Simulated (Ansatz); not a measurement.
Starting cell, BaSnO$_{3}$ (cubic perovskite):

```
CELL_PARAMETERS angstrom
      4.13052     0.00000     0.00000
      0.00000     4.13052     0.00000
      0.00000     0.00000     4.13052
ATOMIC_POSITIONS crystal
  Ba 0.00000 0.00000 0.00000
  Sn 0.50000 0.50000 0.50000
  O  0.00000 0.50000 0.50000
  O  0.50000 0.50000 0.00000
  O  0.50000 0.00000 0.50000
```

In each cell atom 5 (O, nearest neighbour Sn at 2.065 Å; its periodic images, 4.1 Å or more away, move with it) moves by s·(1.000, 0.000, 0.000) (along Cartesian x), the rest being held.

These are r2SCAN (plane waves to 500 eV, PAW, scalar-relativistic; Ansatz, an electronic-structure program) values and carry that method's errors. k mesh 7×7×7 (Γ-centred), Fermi-Dirac smearing 0.05 eV. E stands for the smeared free energy. BaSnO3 was relaxed with its symmetry unable to fall. The PAW data are Ansatz's earlier set. The zero of ΔE is the undisplaced structure.

| s (Å) | ΔE (meV/cell) |
|---|---|
| -0.410 | withheld |
| -0.328 | 201 |
| -0.246 | 110 |
| -0.164 | 48 |
| -0.082 | 12 |
| 0.000 | 0 |
| 0.082 | 12 |
| 0.164 | 48 |
| 0.246 | 110 |
| 0.328 | 201 |
| 0.410 | withheld |

Fit an even polynomial form (powers 2, 4) to the given rows and predict ΔE at s = -0.410.

Least squares on the 9 given rows: ΔE = (1755)·s² + (1050)·s⁴, in meV/cell with s in Å; root-mean-square residual 0.1 meV/cell. At -0.410 the fit gives 325 meV/cell; the calculation gives 325 meV/cell, the same to the digits shown. The quadratic term alone would give 295 meV/cell.

(A displaced cell: forces are minus the slopes of the energy, force constants its curvatures, and phonons follow from these.)
